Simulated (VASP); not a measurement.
## From an Ansatz input to VASP: Ge (strained diamond)

Ansatz input

```yaml
crystal:
  lattice:
    - [0.0, 2.6967319606, 2.9332246578]
    - [2.6967319606, 0.0, 2.9332246578]
    - [2.6967319606, 2.6967319606, 0.0]
  atoms:
    - { symbol: Ge, position: [0.0, 0.0, 0.0] }
    - { symbol: Ge, position: [0.25, 0.25, 0.25] }
kpoints:
  mp_grid: { grid: [8, 8, 8] }
  band_path:
    path:
      - [0.0, 0.0, 0.0]
      - [0.5, 0.0, 0.5]
      - [0.625, 0.25, 0.625]
      - [0.375, 0.375, 0.75]
      - [0.5, 0.5, 0.5]
      - [0.5, 0.25, 0.75]
    npoints: 1
hamiltonian:
  xc: r2scan
scf:
  occupations: { method: fermi_dirac, width: 0.02 }
  n_extra_bands: 4
output:
  forces: true
  stress: true
  eigenvalues: true
```

**Question.** Which VASP files do the same job?

**Answer.** 

INCAR

```
NBANDS = 21
METAGGA = R2SCAN
ENCUT = 520
ISMEAR = -1
NSW = 0
LWAVE = .FALSE.
ISIF = 2
NELM = 120
LCHARG = .FALSE.
LREAL = .FALSE.
ALGO = Normal
LASPH = .TRUE.
IBRION = -1
EDIFF = 1E-7
PREC = Accurate
SIGMA = 0.02
```

KPOINTS

```
KPOINTS created by Atomic Simulation Environment
0
Gamma
8 8 8
0 0 0
```

KPOINTS_OPT

```
special points
6
Reciprocal
0.0000000000 0.0000000000 0.0000000000 1
0.5000000000 0.0000000000 0.5000000000 1
0.6250000000 0.2500000000 0.6250000000 1
0.3750000000 0.3750000000 0.7500000000 1
0.5000000000 0.5000000000 0.5000000000 1
0.5000000000 0.2500000000 0.7500000000 1
```

POSCAR

```
Ge
 1.0000000000000000
     0.0000000000000000    2.6967319606000002    2.9332246577999999
     2.6967319606000002    0.0000000000000000    2.9332246577999999
     2.6967319606000002    2.6967319606000002    0.0000000000000000
 Ge
   2
Cartesian
  0.0000000000000000  0.0000000000000000  0.0000000000000000
  1.3483659802999999  1.3483659802999999  1.4666123288999997
```

VASP ran with the recommended PBE PAW datasets (28 valence electrons in the cell). Other inputs would serve too.

```csv
,Ansatz,VASP
gap between bands v and c,0.17 eV,0.16 eV
least direct gap,0.69 eV,0.64 eV
pressure,5.6 GPa,5.7 GPa
```

Datasets and cutoffs are each program's own. VASP's cell holds 28 valence electrons and Ansatz's 28. Ansatz's stress includes a Pulay correction; VASP's doesn't.
